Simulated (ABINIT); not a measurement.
# KBr (Fm-3m): G0W0 with ABINIT, start to end

How does a plane-wave GW calculation on KBr (Fm-3m) run from the first input to the gap?

Program: ABINIT 10.8.3. Level of theory: PBE and many-body steps on it, plane waves. Results are calculated unless marked as measured.

Most raw output is cut from this account.

### 1. The structure

It takes space group Fm-3m (No. 225, cubic). The conventional cell has a = 6.600 Å, b = 6.600 Å, c = 6.600 Å, α = 90.00°, β = 90.00°, γ = 90.00°. K has 6 Br at 3.30 Å nearest. Nearest to Br lie 6 K at 3.30 Å. Farther neighbours and most contacts between anions are not listed.

The cell and positions come from the Crystallography Open Database and are kept as given unless a step says otherwise.

### 2. Ground state

This step: ABINIT 10.8.3; DFT, PBE with spin-orbit coupling, plane waves, norm-conserving pseudopotentials.

The ground-state density comes first.

Input file run.abi:

```
acell 3*1.0 Angstrom
rprim 
  0.000000000000 3.300000000000 3.300000000000
  3.300000000000 0.000000000000 3.300000000000
  3.300000000000 3.300000000000 0.000000000000
ntypat 2
znucl 19 35
natom 2
typat 1 2
xred 
  0.000000000000 0.000000000000 0.000000000000
  0.500000000000 0.500000000000 0.500000000000
pp_dirpath "pseudos"
pseudos "K.upf, Br.upf"
ecut 33
nspinor 2
ngkpt 4 4 4
nshiftk 1
shiftk 0 0 0
kptopt 1
chksymbreak 0
nband 26
occopt 1
tolvrs 1e-10
nstep 60
prtwf 0
optforces 0
optstress 0
indata_prefix "in"
outdata_prefix "out"
tmpdata_prefix "tmp"
```

Run with:

```sh
OMP_NUM_THREADS=1 mpirun -n 4 abinit run.abi > log
```

Wall time 25 s (4 MPI ranks of Arm Neoverse V1, shared host); peak memory 0.4 GiB; 100 s of CPU time.

This step gave:

* total energy: -1249.4747 eV
* gap: 4.274 eV
* k of the valence top: 0, 0, 0
* k of the conduction bottom: 0, 0, 0
* least direct gap: 4.274 eV

The gap is direct, at Γ.

### 3. Bands along the symmetry lines

The cheap functional maps the bands first; the places of the edges decide which points the dearer methods must see.

Input file run.abi:

```
acell 3*1.0 Angstrom
rprim 
  0.000000000000 3.300000000000 3.300000000000
  3.300000000000 0.000000000000 3.300000000000
  3.300000000000 3.300000000000 0.000000000000
ntypat 2
znucl 19 35
natom 2
typat 1 2
xred 
  0.000000000000 0.000000000000 0.000000000000
  0.500000000000 0.500000000000 0.500000000000
pp_dirpath "pseudos"
pseudos "K.upf, Br.upf"
ecut 33
nspinor 2
iscf -2
irdden 1
kptopt 0
nkpt 26
kpt 
  0.00000000 0.00000000 0.00000000
  0.12500000 0.00000000 0.12500000
  0.25000000 0.00000000 0.25000000
  0.37500000 0.00000000 0.37500000
  0.50000000 0.00000000 0.50000000
  0.53125000 0.06250000 0.53125000
  0.56250000 0.12500000 0.56250000
  0.59375000 0.18750000 0.59375000
  0.62500000 0.25000000 0.62500000
  0.37500000 0.37500000 0.75000000
  0.28125000 0.28125000 0.56250000
  0.18750000 0.18750000 0.37500000
  0.09375000 0.09375000 0.18750000
  0.00000000 0.00000000 0.00000000
  0.12500000 0.12500000 0.12500000
  0.25000000 0.25000000 0.25000000
  0.37500000 0.37500000 0.37500000
  0.50000000 0.50000000 0.50000000
  0.50000000 0.43750000 0.56250000
  0.50000000 0.37500000 0.62500000
  0.50000000 0.31250000 0.68750000
  0.50000000 0.25000000 0.75000000
  0.50000000 0.18750000 0.68750000
  0.50000000 0.12500000 0.62500000
  0.50000000 0.06250000 0.56250000
  0.50000000 0.00000000 0.50000000
istwfk *1
nband 32
nbdbuf 6
tolwfr 1e-08
nstep 40
prtwf 0
prtvol 0
indata_prefix "in"
outdata_prefix "out"
tmpdata_prefix "tmp"
```

Elapsed: 68 s, on 4 MPI ranks; peak memory 0.39 GiB; 4.5 min of CPU time.

This step gave:

| Item | Value |
| --- | --- |
| gap | 4.274 eV |
| k of the valence top | 0, 0, 0 |
| k of the conduction bottom | 0, 0, 0 |
| least direct gap | 4.274 eV |

The gap is 4.274 eV, as in the run before at this level.

Electronic bands along the path, in eV, zero at the top of the highest filled band; v1 is the highest filled band, c1 the lowest empty one:

```
    point     v4     v3     v2     v1    c1    c2    c3    c4
        Γ   0.00   0.00   0.00   0.00  4.27  4.27  7.44  7.44
  halfway  -0.40  -0.40  -0.17  -0.17  5.74  5.74  6.37  6.37
        X  -0.52  -0.52  -0.30  -0.30  5.71  5.71  7.04  7.04
  halfway  -0.58  -0.58  -0.35  -0.35  5.91  5.91  7.30  7.30
        U  -0.70  -0.70  -0.42  -0.42  6.43  6.43  7.99  7.99
jump to K  -0.70  -0.70  -0.42  -0.42  6.43  6.43  7.99  7.99
  halfway  -0.48  -0.48  -0.26  -0.26  5.99  5.99  7.12  7.12
        Γ   0.00   0.00   0.00   0.00  4.27  4.27  7.44  7.44
  halfway  -0.40  -0.40  -0.18  -0.18  5.53  5.53  7.33  7.33
        L  -0.60  -0.60  -0.35  -0.35  6.43  6.43  8.07  8.07
  halfway  -0.66  -0.66  -0.42  -0.42  6.85  6.85  7.64  7.64
        W  -0.62  -0.62  -0.57  -0.57  7.20  7.20  7.25  7.25
  halfway  -0.60  -0.60  -0.41  -0.41  6.13  6.13  7.50  7.50
        X  -0.52  -0.52  -0.30  -0.30  5.71  5.71  7.04  7.04
```

### 4. Empty states on the mesh, 4×4×4 mesh, 322 bands

The sums over transitions need many empty states on a uniform mesh; this step solves for them.

Input file run.abi:

```
acell 3*1.0 Angstrom
rprim 
  0.000000000000 3.300000000000 3.300000000000
  3.300000000000 0.000000000000 3.300000000000
  3.300000000000 3.300000000000 0.000000000000
ntypat 2
znucl 19 35
natom 2
typat 1 2
xred 
  0.000000000000 0.000000000000 0.000000000000
  0.500000000000 0.500000000000 0.500000000000
pp_dirpath "pseudos"
pseudos "K.upf, Br.upf"
ecut 33
nspinor 2
ngkpt 4 4 4
nshiftk 1
shiftk 0 0 0
kptopt 1
chksymbreak 0
iscf -2
irdden 1
istwfk *1
nband 322
nbdbuf 28
tolwfr 1e-09
nstep 60
prtvol 0
indata_prefix "in"
outdata_prefix "out"
tmpdata_prefix "tmp"
```

It took 6.9 min on 4 MPI ranks; peak memory 0.71 GiB; 28 min of CPU time.

This step gave:

```yaml
gap: 4.274 eV
k_of_the_valence_top: 0, 0, 0
k_of_the_conduction_bottom: 0, 0, 0
least_direct_gap: 4.274 eV
k_points_computed: 8
lowest_point_of_the_top_converged_band_above_the_valence_top: 85.2974 eV
```

On this mesh the gap is 4.274 eV.

### 5. Screening, 4×4×4 mesh, 294 bands, screening to 149.7 eV

The RPA dielectric matrix is built and inverted for each q.

This step: RPA screening on PBE with spin-orbit coupling, plane waves, norm-conserving pseudopotentials.

Edit run.abi of step 4 so:

```diff
@@ -21,10 +21,11 @@
 chksymbreak 0
-iscf -2
-irdden 1
 istwfk *1
-nband 322
-nbdbuf 28
-tolwfr 1e-09
-nstep 60
-prtvol 0
+occopt 1
+irdwfk 1
+optdriver 3
+nband 294
+ecuteps 5.5
+inclvkb 0
+awtr 1
+symchi 1
 indata_prefix "in"
```

The job ended after 7.5 min (4 MPI ranks; peak memory 4.7 GiB; 30 min of CPU time).

This step gave:

- ε∞ with local fields, on this mesh, along the program's q direction: 2.406
- the same without local fields: 2.917
- plasma frequency: 17.52 eV
- plane waves in the screening matrix: 307

Local fields lower ε∞ by 18 %.

### 6. Self-energy, 4×4×4 mesh, 294 bands, screening to 149.7 eV

The self-energy is evaluated for the states that the input lists, and the levels follow from it, in one-shot runs by the linearised quasiparticle equation.

This step: G0W0 on PBE with spin-orbit coupling, plane waves, norm-conserving pseudopotentials.

Edit run.abi of step 5 so:

```diff
@@ -24,8 +24,15 @@
 irdwfk 1
-optdriver 3
+optdriver 4
 nband 294
+gwcalctyp 0
+ecutsigx 33
+symsigma 0
+nkptgw 1
+kptgw 
+  0.0000000000 0.0000000000 0.0000000000
+bdgw 
+  13 22
 ecuteps 5.5
-inclvkb 0
-awtr 1
-symchi 1
+irdscr 1
+ppmodel 1
 indata_prefix "in"
```

Elapsed: 8.3 min, on 4 MPI ranks; peak memory 4.3 GiB.

Numbers from this step:

```
G0W0 gap on the points computed              : 6.713 eV
starting gap on the mesh                     : 4.274 eV
k of the valence top                         : 0, 0, 0
k of the conduction bottom                   : 0, 0, 0
Z at the valence top                         : 0.817
Z at the conduction bottom                   : 0.866
least direct G0W0 gap on the computed points : 6.713 eV
```

The gap on the mesh goes from 4.27 eV to 6.71 eV, a correction of +2.44 eV.

Limits: finite bands, cutoff and mesh; screening head approximate. v1 is the top filled band, c1 the lowest empty one. The levels before and after the correction (eV, zero at the valence-band top of each column):

```
           conduction bottom  valence top
Kohn-Sham               4.27         0.00
     G0W0               6.71         0.00
```

```
             level  energy (eV)
Kohn-Sham     Γ v4        0.000
Kohn-Sham  Γ v3-v2        0.000
Kohn-Sham     Γ v1        0.000
Kohn-Sham  Γ c1-c2        4.274
Kohn-Sham  Γ c3-c6        7.443
     G0W0     Γ v4        0.000
     G0W0  Γ v3-v2       -0.004
     G0W0     Γ v1        0.000
     G0W0  Γ c1-c2        6.713
     G0W0  Γ c3-c6       10.650
```

### 7. Where the time went

Times are wall times on 4 MPI ranks of Arm Neoverse V1, shared host, good to a factor of about two.

```
                          step     time  share  memory (GiB)
                  ground state     25 s    2 %           0.4
bands along the symmetry lines     68 s    5 %          0.39
      empty states on the mesh  6.9 min   28 %          0.71
                     screening  7.5 min   31 %           4.7
                   self-energy  8.3 min   34 %           4.3
```

### 8. What came out

| Quantity | Value |
| --- | --- |
| PBE gap | 4.27 eV, direct |
| G0W0 gap on the mesh | 6.71 eV |
| GW settings | 4×4×4 mesh, 294 bands, screening to 149.7 eV, Godby-Needs plasmon pole |
| known limits | not at the basis limit; screening head approximate |

In words: G0W0 moves the gap on the mesh from 4.27 eV to 6.71 eV (+2.44 eV), with Z of 0.82 and 0.87 at the edges. Local fields lower the RPA ε∞ on this mesh from 2.92 to 2.41. Only 1 of the mesh's irreducible points was corrected, so a valley elsewhere could overtake. Bands and cutoff are finite, so the gap is not at the basis limit. The miss can reach some tenths of an eV and take either sign; the mesh is an error of its own. In the G0W0 run levels were corrected at 1 k point alone, so a gap called «on the mesh» is the least over those, and an edge elsewhere would be missed. The long-wavelength limit of the screening leaves out the non-local commutator, which shifts ε∞.

[Paths, hosts, dates, memory and timing lines, banners, echoed tables and standing remarks are left out of the program output.]

[Logs are printed without paths, hosts, clocks, repeated set-up lines and the standing remarks that a program may print on its own settings, such as how far it seeks lower states.]

[Runs of the session that timed out or met a known fault of the program may be left out.]

[Hosts, paths, dates, database ids (printed as entryN), source tags and the programs' standing remarks are cut or masked in the printed files.]

[G0W0 gaps are taken among the corrected bands and points alone; a level outside them can change the order at an edge.]

[Where Ansatz stands beside ABINIT at settings called matched, ABINIT's density can come from a denser mesh and the files from another edition; pairs whose starting gaps differed by over 0.03 eV were left out, so agreement reads better than it is.]
